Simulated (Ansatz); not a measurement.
Crystal: TiO2.

```
Ti O
1.0
     4.54535    0.00000    0.00000
     0.00000    5.51962    0.00000
     0.00000    0.00000    4.90920
Ti O
4 8
Cartesian
  0.0000 0.9548 3.6819
  2.2727 1.8050 1.2273
  0.0000 4.5648 1.2273
  2.2727 3.7147 3.6819
  1.2338 2.1070 4.5098
  3.5065 0.6528 0.3994
  1.0388 0.6528 2.0552
  3.3115 2.1070 2.8540
  1.2338 3.4126 2.0552
  3.5065 4.8668 2.8540
  1.0388 4.8668 4.5098
  3.3115 3.4126 0.3994
```

Measurements of this composition are mostly on another form, of space group No. 141.

Base run:

- Program: Ansatz 0.2.0
- Functional: PBE
- Potentials or basis: Ansatz PAW
- Cutoff: 420 eV (not typed: the program's choice for these potentials)
- k mesh: 8 × 7 × 8
- Occupations: fermi-dirac, width 0.05 eV
- Spin: no spin polarisation

Its results: band gap on the k mesh 2.62 eV, indirect (least direct gap 2.67 eV); pressure 4.1 GPa; largest force 0.116 eV/Å.

Problem. The run is repeated on the same cell with these changes: cutoff from 420 eV (not typed: the program's choice for these potentials) to 250 eV; k mesh from 8 × 7 × 8 to 6 × 5 × 6. What comes out?

Solution. Band gap on the k mesh 2.63 eV, indirect (least direct gap 2.70 eV); pressure -3.5 GPa; largest force 0.255 eV/Å.

Caveats: odd divisions of the mesh miss points on the zone boundary, where band edges often lie, so the gap on the mesh can be too wide; the pressure holds a Pulay correction of +106.6 GPa for the finite cutoff (some runs); the cutoff lies under the one recommended for these potentials (some runs).

A k mesh can miss the band edges.
